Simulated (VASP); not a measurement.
# BN: convergence, self-consistent run

BN, P1 (no. 1), 4 atoms in the cell. PBE; PAW potentials N, B (PBE set). VASP 6.6.1. The atoms are moved at random off their ideal places.

Wanted: energy within 1 meV/atom; forces within 0.005 eV/Å; pressure within 0.1 GPa.

POSCAR:
```
BN
1.0
    2.4982400000      0.0000000000      0.0000000000
   -1.2491200000      2.1635393048      0.0000000000
    0.0000000000      0.0000000000      6.6357000000
N B
2 2
Direct
    0.6696530000      0.3347270000      0.2506630000
    0.3428390000      0.6724560000      0.7474090000
    0.6645460000      0.3277170000      0.7488410000
    0.3224310000      0.6565030000      0.2488880000
```

## One numerical tag moved

| One numerical tag moved | Energy less reference (meV/atom) | Forces, largest deviation (eV/Å) | Pressure (GPa) | SCF iterations | Time (s) |
|---|---|---|---|---|---|
| default | 0.0 | 0.0000 | 5.50 | 14 | 39 |
| LCORR = F | 0.0 | 0.0001 | 5.50 | 14 | 39 |
| NDAV = 2 | 0.0 | 0.0000 | 5.50 | 14 | 40 |
| EBREAK = 0.0001 | 0.0 | 0.0000 | 5.49 | 15 | 37 |
| EBREAK = 1e-10 | 0.0 | 0.0000 | 5.50 | 14 | 42 |
| NDAV = 8 | 0.0 | 0.0000 | 5.50 | 14 | 44 |
| LASYNC = T | 0.0 | 0.0000 | 5.50 | 14 | 39 |
| LDIAG = F | 0.0 | 0.0000 | 5.50 | 14 | 45 |
| RANDOM_GENERATOR = pcg_32 | 0.0 | 0.0000 | 5.50 | 14 | 42 |

## Question

For each series: keep the first row unless others stay within half of the tolerance and take at least 30 % less time, and then take the fastest.

## Answer

- one numerical tag moved: default

## The input

INCAR:
```
ALGO     = Normal         # electronic algorithm
EDIFF    = 1E-7           # SCF threshold, eV
ENCUT    = 520            # plane-wave cutoff, eV
ISIF     = 2              # what is computed and relaxed
ISMEAR   = 0              # smearing method
LASPH    = True           # aspherical terms in the spheres
LCHARG   = False          # write CHGCAR
LREAL    = False          # projectors in reciprocal space
LWAVE    = False          # write WAVECAR
NELM     = 100            # most SCF steps
PREC     = Accurate       # precision mode
SIGMA    = 0.02           # smearing width, eV
```

KPOINTS:
```
k-points
0
Gamma
  10 10 4
```

Commands:
```
cat potpaw_PBE.64/N/POTCAR potpaw_PBE.64/B/POTCAR > POTCAR
mpirun -np 1 vasp_std > vasp.out
```

The chosen input took VASP 6.6.1 39 s on 1 core (Intel Xeon Platinum 8559C (Emerald Rapids)), a shared host.

## An input that fails: LMAXPAW = -1 without LASPH

It runs to its end, but against the unchanged starting input it is off by 30.7 meV/atom in the energy, 0.0070 eV/Å in the forces, 1.65 GPa in the pressure.

Changes against the starting input:
```
- LASPH = True
+ LASPH = False
+ LMAXPAW = -1
```
